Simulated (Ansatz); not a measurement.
Computed with DFT PBE+D3(BJ), scalar-relativistic, plane waves, PAW (Ansatz 0.2.0). All cells share a 420 eV cutoff and Γ-centred k meshes spaced at most about 0.3 Å⁻¹ (2π included). No spin polarisation in the final relaxations.

These are static total energies at zero pressure.

Two relaxed structures of TiO2:

A.

```cif
data_structure
_symmetry_space_group_name_H-M 'C2/m'
_symmetry_Int_Tables_number 12
_cell_length_a 8.9935
_cell_length_b 2.9876
_cell_length_c 5.1603
_cell_angle_alpha 90.000
_cell_angle_beta 99.999
_cell_angle_gamma 90.000
_cell_volume 136.55
loop_
_atom_site_label
_atom_site_type_symbol
_atom_site_symmetry_multiplicity
_atom_site_Wyckoff_symbol
_atom_site_fract_x
_atom_site_fract_y
_atom_site_fract_z
_atom_site_occupancy
Ti1 Ti 4 i 0.77345 0.50000 0.26237 1
O1 O 4 i 0.64299 0.00000 0.38116 1
O2 O 4 i 0.63899 0.50000 0.88506 1
```

B.

```cif
data_structure
_symmetry_space_group_name_H-M 'R-3m:H'
_symmetry_Int_Tables_number 166
_cell_length_a 2.9727
_cell_length_b 2.9727
_cell_length_c 14.5839
_cell_angle_alpha 90.000
_cell_angle_beta 90.000
_cell_angle_gamma 120.000
_cell_volume 111.61
loop_
_atom_site_label
_atom_site_type_symbol
_atom_site_symmetry_multiplicity
_atom_site_Wyckoff_symbol
_atom_site_fract_x
_atom_site_fract_y
_atom_site_fract_z
_atom_site_occupancy
Ti1 Ti 3 a 0.00000 0.00000 0.00000 1
O1 O 6 c 0.66667 0.33333 0.93367 1
```

Problem. Which is lower in energy, and by how much?

Solution. A is lower, by 26 meV/atom. A has space group C2/m (No. 12), 11.4 Å³/atom and a gap of 2.73 eV on its mesh; B has space group R-3m (No. 166), 12.4 Å³/atom and a gap of 2.46 eV. In A, around Ti lie 3 O at 1.86–1.91 Å and 3 O at 2.06–2.11 Å; O on its first site has 1 Ti at 1.86 Å and 2 Ti at 2.06 Å; O on its second site has 2 Ti at 1.91 Å and 1 Ti at 2.11 Å. In B, Ti has 6 O at 1.97 Å; around O lie 3 Ti at 1.97 Å. Both come from invented guesses. The part of the Crystallography Open Database at hand lists TiO2 in space groups No. 11, 12, 14, 60, 61 and others; sharing a group (C2/m) doesn't make a cell the listed structure.

Kohn–Sham gaps at this level usually fall short of measured ones. Cells relaxed within their symmetry can be saddle points. The C2/m cell of TiO2 came from shaking the R-3m one.
